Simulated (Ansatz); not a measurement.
Crystal: PtSe2 (Sudovikovite).

```xyz
3
Lattice="3.7240 0.0000 0.0000 -1.8620 3.2251 0.0000 0.0000 0.0000 5.0620" Properties=species:S:1:pos:R:3 pbc="T T T"
Pt    0.0000    0.0000    0.0000
Se    1.8620    1.0750    3.7965
Se    0.0000    2.1501    1.2655
```

```yaml
Program: Ansatz 0.2.0
Task: relaxation of cell and atoms
Functional: PBEsol
Potentials_or_basis: Ansatz PAW
Cutoff: "420 eV (not typed: the program's choice for these potentials)"
k_mesh: 8 × 8 × 5
Occupations: fermi-dirac, width 0.05 eV
Spin: no spin polarisation
```

At the start: volume 20.27 Å³/atom.

Problem. How do energy, volume and symmetry change on relaxing?

Solution. It ends after 6 steps and the volume is 19.78 Å³/atom (-2.4 %); space group P-3m1 (No. 164, to 0.05 Å).

Step by step:
```
step  energy change (eV)  largest force (eV/Å)  volume (Å³)
   1              0.0000                0.3390        60.80
   2             -0.0138                0.2498        59.97
   3             -0.0212                0.0451        59.93
   4             -0.0226                0.0042        59.21
   5             -0.0227                0.0006        59.35
   6             -0.0224                0.0006        59.35
```

Final structure:
```
CELL_PARAMETERS angstrom
3.75785 0.00000 0.00000
-1.87892 3.25439 0.00000
0.00000 0.00000 4.85340
ATOMIC_POSITIONS crystal
Pt 0.00000 0.00000 0.00000
Se 0.66667 0.33333 0.73787
Se 0.33333 0.66667 0.26213
```

Caveat: the plane-wave basis is chosen anew once the cell has moved, so the energies of steps on either side of that aren't comparable; the PAW data sets come from PBE, with cores solved anew for the run's functional, which leaves a small shift of forces and pressure.
